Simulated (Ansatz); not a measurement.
Set up this calculation in Ansatz 0.2.0, as the native input.

```
Task                : single point
Functional          : PBE
Potentials or basis : Ansatz PAW
Cutoff              : 420 eV (not typed: the program's choice for these potentials)
k mesh              : 8 × 8 × 4
Occupations         : fermi-dirac, width 0.05 eV
Spin                : no spin polarisation
```

Crystal: LiCl.

```
Cl Li
1.0
     3.92488    0.00000    0.00000
    -1.96244    3.39905    0.00000
     0.00000    0.00000    6.35716
Cl Li
2 2
Direct
  0.33333 0.66667 0.99898
  0.66667 0.33333 0.49898
  0.33333 0.66667 0.37602
  0.66667 0.33333 0.87602
```

Measurements of this composition are mostly on another form, of space group No. 225.

The input as run:

input.yaml

```yaml
crystal:
  lattice:
    - [3.9248822083, 0.0, 0.0]
    - [-1.9624411042, 3.3990476993, 0.0]
    - [0.0, 0.0, 6.357161]
  atoms:
    - { symbol: Cl, position: [0.3333333333, 0.6666666667, 0.998984] }
    - { symbol: Cl, position: [0.6666666667, 0.3333333333, 0.498984] }
    - { symbol: Li, position: [0.3333333333, 0.6666666667, 0.376017] }
    - { symbol: Li, position: [0.6666666667, 0.3333333333, 0.876017] }
hamiltonian:
  xc: pbe
  pseudopotentials: { kind: paw }
kpoints:
  mp_grid: { grid: [8, 8, 4] }
scf:
  occupations: { method: fermi_dirac, width: 0.05 }
output:
  forces: true
  stress: true
  eigenvalues: true
```

Potentials or basis: Ansatz PAW.

Command:

```console
$ ansatz run input.yaml --threads 2 --pin off --max-ram 5120MiB --backend cpu --events-out ev --progress --plain --runs-dir out
```

Results of the run:

```yaml
Pressure: -0.2 GPa
Largest_force: 0.016 eV/Å
Band_gap_on_the_k_mesh: 5.94 eV, direct
```

It took 1.8 s on 2 threads of Arm Neoverse V1, with other jobs on the host, peak memory 0.34 GiB.
